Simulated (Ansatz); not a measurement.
# Sb (Pm-3m) in Ansatz: a series of runs

Aim: see how the results for Sb move with the level of theory and the settings. Levels: revPBE, BLYP, PBE. Tasks: relaxation of cell and atoms, single point.

Program: Ansatz 0.2.0. These are calculated values, not measurements. Logs are shortened: lines on timing, memory, paths and dates and some standing lists are left out, and cuts for length are marked.

## 1. Starting point

The structure is cubic, space group Pm-3m (No. 221). The conventional cell has a = 3.160 Å, b = 3.160 Å, c = 3.160 Å, α = 90.00°, β = 90.00°, γ = 90.00°. Sb (site symmetry m-3m) is surrounded by 6 Sb at 3.16 Å.

This isn't the form of Sb at room conditions, which is rhombohedral.

## 2. Relaxation of cell and atoms, revPBE

input.yaml

```yaml
crystal:
  lattice:
    - [3.16, 0.0, 0.0]
    - [0.0, 3.16, 0.0]
    - [0.0, 0.0, 3.16]
  atoms:
    - { symbol: Sb, position: [0.0, 0.0, 0.0] }
hamiltonian:
  xc: revpbe
  pseudopotentials: { kind: paw }
kpoints:
  mp_grid: { grid: [8, 8, 8] }
scf:
  occupations: { method: fermi_dirac, width: 0.05 }
output:
  forces: true
  stress: true
  eigenvalues: true
relax:
  f_tol: 0.01
  max_steps: 40
  cell: { stress_tol: 0.05 }
```

Potentials or basis: Ansatz PAW.

Command:

```sh
> ansatz run input.yaml --threads 2 --pin off --max-ram 5632MiB --backend cpu --events-out ev --progress --plain --runs-dir out
```

Standard output:

```text
Warning: RAYON_NUM_THREADS=2 ignored (pool sized by the plan → 2); use --threads N
Engine: ansatz 0.2.0, aarch64-unknown-linux-gnu
Pseudopotentials: kind: paw
Pseudopotential: Sb, paw, valence charge 15, recommended cutoff 420 eV (normal), Sb.paw.azcp
Functional definition: revPBE
  parameter kappa = 1.245
  parameter beta = 0.06672455060314922
  exchange = pbe_x(kappa = kappa, mu = beta*pi^2/3)
  correlation = pbe_c(beta = beta)
Crystal: 1 atoms, lattice volume = 31.554 Å³
Basis set: ecut = 420 eV, 619 PW (Γ), exchange–correlation on 48×48×48 points (8 copies of the dense FFT grid, shifted against one another)
Bands: 12, of which v1, the nominal top of the filled ones, is band 8 counted from 1 (7 counted from 0)
Symmetry: 48 space group operations
Space group: Pm-3m (ITA 221), of the structure as read, at distance tolerance 3.2e-5 Å
k-points: 35 of 512
Non-local potential: Sb, projectors of the file, l = 0: 2, l = 1: 2, l = 2: 2, l = 3: 2
PAW form: soft (Blöchl's): semilocal exchange-correlation on the pseudo side does not see the compensation charge
PAW frozen core: Sb, regenerated for the run's functional, and the local potential with it (the file was generated under x = pbe(κ = 0.804, μ = 0.2195149727645171), c = pbe(β = 0.06672455060314922))
PAW one-centre angular grid: Sb, 590 points (default); XC on 64 Gauss nodes
Initial density: superposition of atomic densities (neutral atoms: chi_scale 0, normalization atom), corrected by the library's trained network
Initial wavefunctions: pseudopotential atomic-orbital guess
Functional: x = revpbe(κ = 1.245, μ = 0.2195149727645171), c = pbe(β = 0.06672455060314922)
SCF iter   1: F=—  HF=-6490.604892 eV  |F-HF|=—  |Δ(HF+E_count)|=         —  Δρ=1.83e-3  dr2=4.26e-4  ethr=1.77e-3  ⟨swp⟩=5.8  Hψ=2498  notcnv=0
preconditioner: auto → none  [insulator: Δε(μ)=0.241 eV  Ē_g=11.853 eV  σ=0.050 eV  W_gap=0.54  n_scr=6 (ndim 8)  ℏωp=14.8 eV  f_vac=0.004  D(μ)=0.98/eV (n_scr^D=6)  ε∞_Penn≈2.6]
SCF iter   2: F=—  HF=-6490.603932 eV  |F-HF|=—  |Δ(HF+E_count)|=   9.61e-4  Δρ=5.89e-4  dr2=6.21e-5  ethr=2.84e-6  ⟨swp⟩=2.0  Hψ=972  notcnv=0
SCF iter   3: F=—  HF=-6490.603967 eV  |F-HF|=—  |Δ(HF+E_count)|=   3.52e-5  Δρ=2.03e-4  dr2=5.39e-6  ethr=4.14e-7  ⟨swp⟩=2.0  Hψ=488  notcnv=0
SCF iter   4: F=—  HF=-6490.603972 eV  |F-HF|=—  |Δ(HF+E_count)|=   4.74e-6  Δρ=2.83e-5  dr2=2.37e-7  ethr=3.59e-8  ⟨swp⟩=2.8  Hψ=643  notcnv=0
iter 5 did not close the SCF: its close was put off for the readings that it lacked (scf_convergence_deferred on its scf_iter line)
SCF iter   5: F=-6490.603972 eV  HF=-6490.603972 eV  |F-HF|=3.29e-8  |Δ(HF+E_count)|=   3.57e-7  Δρ=1.06e-5  dr2=2.69e-8  ethr=1.58e-9  ⟨swp⟩=2.0  Hψ=673  notcnv=0
SCF iter   6: F=-6490.603972 eV  HF=-6490.603972 eV  |F-HF|=1.89e-9  |Δ(HF+E_count)|=   1.71e-8  Δρ=2.51e-6  dr2=1.43e-9  ethr=1.80e-10  ⟨swp⟩=4.3  Hψ=1672  notcnv=0
[... 21 lines left out ...]
relax step   3: F+E_penalty+E_count = -6490.60785963 eV  Δ(F+E_penalty+E_count) = -4.060e-4 eV  max|allowed force component| = 0.000e0 eV/Å  Δτ_max = 0.0000 Å  P = -0.027 GPa  Ω = 30.723 Å³  energy of the carried Pulay correction = +1.619e-4 eV  (3 SCF iters, dr2 threshold 1.00e-7 eV, accepted)
Initial wavefunctions: pseudopotential atomic-orbital guess (no wavefunctions were taken with the density)
iter 1 solved again at ethr=8.70e-9 eV; its pass at ethr=3.10e-3 eV (dr2=1.30e-6 eV) is discarded
SCF iter   1: F=—  HF=-6490.607681 eV  |F-HF|=—  |Δ(HF+E_count)|=         —  Δρ=2.35e-5  dr2=3.52e-8  ethr=8.70e-9  ⟨swp⟩=4.0  Hψ=3884  notcnv=0
SCF iter   2: F=—  HF=-6490.607685 eV  |F-HF|=—  |Δ(HF+E_count)|=   3.98e-6  Δρ=1.20e-5  dr2=7.76e-9  ethr=2.35e-10  ⟨swp⟩=2.7  Hψ=637  notcnv=0
SCF iter   3: F=—  HF=-6490.607685 eV  |F-HF|=—  |Δ(HF+E_count)|=   3.83e-8  Δρ=2.23e-6  dr2=4.97e-10  ethr=5.18e-11  ⟨swp⟩=3.0  Hψ=688  notcnv=0
SCF iter   4: F=—  HF=-6490.607685 eV  |F-HF|=—  |Δ(HF+E_count)|=   1.40e-9  Δρ=3.33e-7  dr2=1.02e-11  ethr=3.31e-12  ⟨swp⟩=3.0  Hψ=703  notcnv=0
SCF iter   5: F=-6490.607685 eV  HF=-6490.607685 eV  |F-HF|=3.64e-12  |Δ(HF+E_count)|=  1.82e-11  Δρ=3.05e-8  dr2=1.17e-13  ethr=1.00e-12  ⟨swp⟩=6.2  Hψ=1750  notcnv=0
SCF 4 converged in 5 iterations: F = -6490.607685 eV  dr2 = 1.17e-13
relax step   4: F+E_penalty+E_count = -6490.60768489 eV  Δ(F+E_penalty+E_count) = +1.747e-4 eV  max|allowed force component| = 0.000e0 eV/Å  Δτ_max = 0.0000 Å  P = -0.024 GPa  Ω = 30.723 Å³  stress off target by 2.43e-2 GPa  SCF on the basis re-selected at this cell (its energy is not comparable with the rows above)  (5 SCF iters)
basis re-selected at this cell: Δ(F+E_penalty+E_count) = +1.747e-4 eV, ΔP = +0.003 GPa vs the last step (what re-selecting the basis moved, of the pressure what is left beyond the Pulay correction that the steps carried, after the strain that the cell walked since its last selection, with what the two solves' SCF thresholds leave and, on support functions, any second-order correction that the steps lacked; it is no measure of the basis error at this ecutwfc). This SCF's stress stands 2.43e-2 GPa from its target on what of the cell is left free (relax.cell.stress_tol is 5.00e-2 GPa) and its largest allowed force component is 0.00e0 eV/Å (relax.f_tol is 1.00e-2 eV/Å): within both
SCF converged after 5 iterations
Free energy (F): -6490.607685 eV
Harris-Foulkes:  -6490.607685 eV  (|F-HF|=3.64e-12)
Internal energy: -6490.600492 eV  (E = F + TS)
E sigma→0 (E₀):  -6490.604088 eV
Entropy (-TS):   -0.007193 eV (-7.193 meV/atom)
Fermi energy:    9.554053 eV
--- Per-component energies (eV) ---
  E_band       = -172.148595
  E_kinetic    = 205.857111
  E_local      = -1591.701300  (includes V_loc(G=0)·N_el)
  E_nonlocal   = 361.582092
  E_hartree    = 720.754601
  E_xc         = -138.169977
  E_vxc        = -95.580528  (∫ρ·V_xc dr)
  E_paw        = -4581.387352  (= ΣΔE_a)
  E_vpaw       = -493.815167  (= ΣTr[D̂ρ^β])
  E_aug_tail   = -0.000001  (compensation charges beyond the density's cutoff)
  E_ewald      = -1467.528754
  E_core_change = -0.006912  (= ΣΔE_core)
  E_smearing   = -0.007193  (= −TS)
  E_closure    = 0.000000  (closes the sum)
  Σ components = -6490.607685   (vs F -6490.607685, Δ=0.00e0)
--- Forces (eV/Å), atoms counted from 1 ---
  atom   1  Sb     0.00000000    -0.00000000     0.00000000
  max |Σ_I F_I| component: 4.11e-33 eV/Å
--- Stress (GPa, compression-positive) ---
       -0.024282      -0.000000       0.000000
       -0.000000      -0.024282       0.000000
        0.000000       0.000000      -0.024282
  P = ⅓ Tr σ = -0.0243 GPa (-0.243 kbar)
--- Band table (eV; the first three rows and the last of 35) ---
  k-point 0: bands = ["-19.5918", "-19.5918", "-19.4351", "-19.4351", "-19.4351", "-2.5522", "12.8064", "12.8064", "12.8064", "16.6488", "16.6488", "17.7343"]
  k-point 1: bands = ["-19.5909", "-19.5711", "-19.4410", "-19.4410", "-19.4346", "-2.3333", "10.6581", "13.0188", "13.0188", "16.8361", "17.4816", "19.6342"]
  k-point 2: bands = ["-19.5888", "-19.5209", "-19.4552", "-19.4552", "-19.4335", "-1.7006", "7.7065", "13.6014", "13.6014", "17.3899", "18.1252", "23.4398"]
  k-point 34: bands = ["-19.5189", "-19.5189", "-19.5189", "-19.3661", "-19.3661", "4.9360", "8.0398", "8.0398", "8.0398", "14.5219", "14.5219", "14.5219"]
--- Relaxed structure (3 steps of the walk, 3 accepted, 1 SCFs on fresh bases) ---
  F+E_penalty+E_count = -6490.60768489 eV   max|allowed force component| = 0.000e0 eV/Å   (the final SCF, on the basis selected at the relaxed cell)
  cell:  # Å, volume = 30.7233 Å³
    - [3.1320059269085943, 2.182720603638867e-33, -1.2839532962581572e-34]
    - [2.182720603638867e-33, 3.1320059269085943, 0.0]
    - [-1.2839532962581572e-34, 0.0, 3.1320059269085943]
  atoms:
    - { symbol: Sb, position: [0.0, 0.0, 0.0] }
```

Wall time 1.8 s (2 threads of Arm Neoverse V2, shared host); peak memory 0.28 GiB.

What came out:

```yaml
Free_energy: -6490.6077 eV
Relaxed_volume: 30.72 Å³/atom
Relaxed_cell: a = 3.132 Å, b = 3.132 Å, c = 3.132 Å, α = 90.00°, β = 90.00°, γ = 90.00°
Space_group_after_relaxing_to_0.05_Å: Pm-3m (No. 221)
Energy_gained_by_relaxing: 3.7 meV/atom
Ionic_steps: 4
Pressure_after_relaxing: 0.0 GPa
Band_gap_on_the_k_mesh: none (metal or under the smearing width)
```

Step by step:
```tsv
step	energy change (eV)	largest force (eV/Å)	volume (Å³)
1	0.0000	0.0000	31.55
2	-0.0035	0.0000	30.42
3	-0.0039	0.0000	30.72
4	-0.0037	0.0000	30.72
```

Final structure:
```yaml
crystal:
  lattice:
    - [3.13201, 0.00000, 0.00000]
    - [0.00000, 3.13201, 0.00000]
    - [0.00000, 0.00000, 3.13201]
  atoms:
    - { symbol: Sb, position: [0.00000, 0.00000, 0.00000] }
```

Caveat: the plane-wave basis is chosen anew once the cell has moved, so the energies of steps on either side of that aren't comparable; the PAW data sets come from PBE, with cores solved anew for the run's functional, which leaves a small shift of forces and pressure.

## 3. Relaxation of cell and atoms, BLYP

input.yaml: that of step 2 with these lines changed.

```diff
@@ -8,3 +8,3 @@
 hamiltonian:
-  xc: revpbe
+  xc: blyp
   pseudopotentials: { kind: paw }
```

Potentials or basis: Ansatz PAW.

Command:

```sh
> ansatz run input.yaml --threads 2 --pin off --max-ram 5632MiB --backend cpu --events-out ev --progress --plain --runs-dir out
```

Run time: 1.9 s. Hardware: 2 threads of Arm Neoverse V2, shared host; peak memory 0.28 GiB.

It converged, with:

```
Free energy                            : -6501.1267 eV
Relaxed volume                         : 32.66 Å³/atom
Relaxed cell                           : a = 3.197 Å, b = 3.197 Å, c = 3.197 Å, α = 90.00°, β = 90.00°, γ = 90.00°
Space group after relaxing (to 0.05 Å) : Pm-3m (No. 221)
Energy gained by relaxing              : 5.4 meV/atom
Ionic steps                            : 4
Pressure after relaxing                : 0.0 GPa
Band gap on the k mesh                 : none (metal or under the smearing width)
```

Step by step:
```
step  energy change (eV)  largest force (eV/Å)  volume (Å³)
   1              0.0000                0.0000        31.55
   2             -0.0047                0.0000        32.95
   3             -0.0052                0.0000        32.66
   4             -0.0054                0.0000        32.66
```

Final structure:
```cif
data_structure
_symmetry_space_group_name_H-M 'P 1'
_symmetry_Int_Tables_number 1
_cell_length_a 3.1966
_cell_length_b 3.1966
_cell_length_c 3.1966
_cell_angle_alpha 90.000
_cell_angle_beta 90.000
_cell_angle_gamma 90.000
_cell_volume 32.66
loop_
_atom_site_label
_atom_site_type_symbol
_atom_site_fract_x
_atom_site_fract_y
_atom_site_fract_z
_atom_site_occupancy
Sb1 Sb 0.00000 0.00000 0.00000 1
```

Levels at points of the mesh, in eV from the Fermi level:
```csv
k point,band 6,band 7,band 8,band 9,band 10,band 11
"(0.00, 0.00, 0.00)",-11.71,3.02,3.02,3.02,7.25,7.25
"(0.00, 0.00, -0.50)",-9.66,-4.81,4.68,4.68,9.31,10.74
"(0.00, -0.50, -0.50)",-7.53,-3.06,-3.06,2.93,6.33,13.01
"(-0.50, -0.50, -0.50)",-5.20,-1.43,-1.43,-1.43,5.33,5.33
```

Caveat: the plane-wave basis is chosen anew once the cell has moved, so the energies of steps on either side of that aren't comparable; the PAW data sets come from PBE, with cores solved anew for the run's functional, which leaves a small shift of forces and pressure. Spin-orbit coupling is left out, which matters for the levels of Sb.

## 4. Single point, PBE

input.yaml

```yaml
crystal:
  lattice:
    - [3.16, 0.0, 0.0]
    - [0.0, 3.16, 0.0]
    - [0.0, 0.0, 3.16]
  atoms:
    - { symbol: Sb, position: [0.0, 0.0, 0.0] }
hamiltonian:
  xc: pbe
  pseudopotentials: { kind: paw }
kpoints:
  mp_grid: { grid: [8, 8, 8] }
scf:
  occupations: { method: gaussian, width: 0.012 }
output:
  forces: true
  stress: true
  eigenvalues: true
```

Command:

```sh
> ansatz run input.yaml --threads 2 --pin off --max-ram 5632MiB --backend cpu --events-out ev --progress --plain --runs-dir out
```

It took 0.46 s on 2 threads of Arm Neoverse V2, shared host; peak memory 0.27 GiB.

It converged, with:

* Free energy: -6484.4116 eV
* Pressure: -2.3 GPa
* Band gap on the k mesh: none (metal or under the smearing width)

Levels at points of the mesh, in eV from the Fermi level:
| k point | band 6 | band 7 | band 8 | band 9 | band 10 | band 11 |
| --- | --- | --- | --- | --- | --- | --- |
| (0.00, 0.00, 0.00) | -11.91 | 3.18 | 3.18 | 3.18 | 7.10 | 7.10 |
| (0.00, 0.00, -0.50) | -9.68 | -5.14 | 5.01 | 5.01 | 9.32 | 10.47 |
| (0.00, -0.50, -0.50) | -7.35 | -3.23 | -3.23 | 2.45 | 6.84 | 13.05 |
| (-0.50, -0.50, -0.50) | -4.80 | -1.45 | -1.45 | -1.45 | 5.02 | 5.02 |

## 5. The runs side by side

| task | level | cell | smearing | gap on the mesh (eV) | pressure (GPa) | relaxed volume (Å³/atom) |
| --- | --- | --- | --- | --- | --- | --- |
| relaxation of cell and atoms | revPBE | relaxed | fermi-dirac 0.05 eV | none | 0.0 | 30.72 |
| relaxation of cell and atoms | BLYP | relaxed | fermi-dirac 0.05 eV | none | 0.0 | 32.66 |
| single point | PBE | as given | gaussian 0.012 eV | none | -2.3 | - |

Alike in all rows: potentials or basis Ansatz PAW; no spin polarisation; k mesh 8 × 8 × 8; cutoff (eV) 420.

Caveats: the plane-wave basis is chosen anew once the cell has moved, so the energies of steps on either side of that aren't comparable (some runs); the PAW data sets come from PBE, with cores solved anew for the run's functional, which leaves a small shift of forces and pressure (some runs).

Total energies depend on the potentials used, so only differences within one code and one set of settings carry meaning.
